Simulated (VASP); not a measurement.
A run of VASP 6.6.1 is set up as follows.

Contents of INCAR:

```
PREC = Accurate ; ENCUT = 600
EDIFF = 1E-6 ; ISMEAR = 0
SIGMA = 0.02 ; LREAL = False
LASPH = True ; NELM = 60
ALGO = Normal ; ISIF = 3
LWAVE = False ; LCHARG = False
METAGGA = R2SCAN ; LMIXTAU = True
IBRION = 2 ; NSW = 40
EDIFFG = -0.01
```

File KPOINTS:

```
regular mesh
0
Gamma
  8 8 8
```

Contents of POSCAR:

```
Si
1.0
    0.0000000000      2.7218511900      2.7218511900
    2.7218511900      0.0000000000      2.7218511900
    2.7218511900      2.7218511900      0.0000000000
Si
2
Direct
    0.7500000000      0.7500000000      0.7500000000
    0.5000000000      0.5000000000      0.5000000000
```

Potentials or basis: VASP PAW PBE potentials, release 64 (Si).

The run is started by

```bash
$ cat potpaw_PBE.64/Si/POTCAR > POTCAR
$ mpirun -np 1 vasp_std > vasp.out
```

(1) Estimate the relaxed volume.

(2) Predict the band gap on the k mesh.

Answers

(1) 20.12 Å³/atom.

(2) 0.82 eV, indirect (least direct gap 2.76 eV).

Caveat: the PAW data sets were made with another functional, which shifts forces and pressure a little.
